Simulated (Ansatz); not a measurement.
## RbCl: equation of state with PBE0

RbCl:

```
Rb Cl
1.0
     0.00000    3.27400    3.27400
     3.27400    0.00000    3.27400
     3.27400    3.27400    0.00000
Rb Cl
1 1
Direct
  0.00000 0.00000 0.00000
  0.50000 0.50000 0.50000
```

```yaml
Program: Ansatz 0.2.0
Task: equation of state
Functional: PBE0
Potentials_or_basis: Ansatz PAW
Cutoff: 420 eV
Density_cutoff: 1680 eV
k_mesh: 4 × 4 × 4
Occupations: fermi-dirac, width 0.05 eV
Spin: no spin polarisation
```

```json
{
  "Equilibrium volume": "36.85 Å³/atom",
  "Bulk modulus": "15.0 GPa",
  "Pressure derivative of the bulk modulus": "5.0"
}
```

Energy against volume, from the lowest point:
```tsv
volume (Å³/atom)	energy (meV/atom)
32.989	23.58
33.690	15.08
34.392	8.69
35.094	4.18
35.796	1.35
36.498	0.01
37.200	0.00
```

All runs of the series together: 35 s on 2 threads of AMD EPYC 7R13 Processor (Zen 3) (shared host).

Caveat: the k mesh is coarse (spacing up to 0.42 Å⁻¹), so the values aren't converged, least of all with exact exchange; the PAW data sets were made with another functional, which shifts forces and pressure a little. Zero-point motion and thermal expansion aren't in these numbers.
